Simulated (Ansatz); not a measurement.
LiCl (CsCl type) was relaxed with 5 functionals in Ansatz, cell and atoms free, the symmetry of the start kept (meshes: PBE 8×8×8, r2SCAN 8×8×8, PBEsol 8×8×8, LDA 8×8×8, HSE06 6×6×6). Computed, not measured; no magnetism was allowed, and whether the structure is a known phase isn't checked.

The PBE result:
```cif
data_structure
_symmetry_space_group_name_H-M 'Pm-3m'
_symmetry_Int_Tables_number 221
_cell_length_a 3.2810
_cell_length_b 3.2810
_cell_length_c 3.2810
_cell_angle_alpha 90.000
_cell_angle_beta 90.000
_cell_angle_gamma 90.000
_cell_volume 35.32
loop_
_atom_site_label
_atom_site_type_symbol
_atom_site_symmetry_multiplicity
_atom_site_Wyckoff_symbol
_atom_site_fract_x
_atom_site_fract_y
_atom_site_fract_z
_atom_site_occupancy
Li1 Li 1 a 0.00000 0.00000 0.00000 1
Cl1 Cl 1 b 0.50000 0.50000 0.50000 1
```

It is cubic, Pm-3m (No. 221); conventional cell a = 3.281 Å, 17.66 Å³ an atom. Around Li lie 8 Cl at 2.84 Å; around Cl lie 8 Li at 2.84 Å.

**Question.** How does the cell change with LDA?

**Answer.** a = 3.178 Å; the volume differs by -9.2 % from PBE's. Li has 8 Cl at 2.75 Å; Cl has 8 Li at 2.75 Å.

**Question.** How does the cell change with r2SCAN?

**Answer.** a = 3.271 Å; the volume differs by -0.9 % from PBE's. Li is surrounded by 8 Cl at 2.83 Å; Cl is surrounded by 8 Li at 2.83 Å.

**Question.** Held at the r2SCAN cell, what mean stress do LDA and PBE find, and does its sign point to their own minimum?

**Answer.** Yes. LDA -2.89 GPa, and its relaxed volume is -8.3 % from r2SCAN's; PBE +0.30 GPa, and its relaxed volume is +0.9 % from r2SCAN's. Compression counts positive, so a positive stress asks for a larger cell.
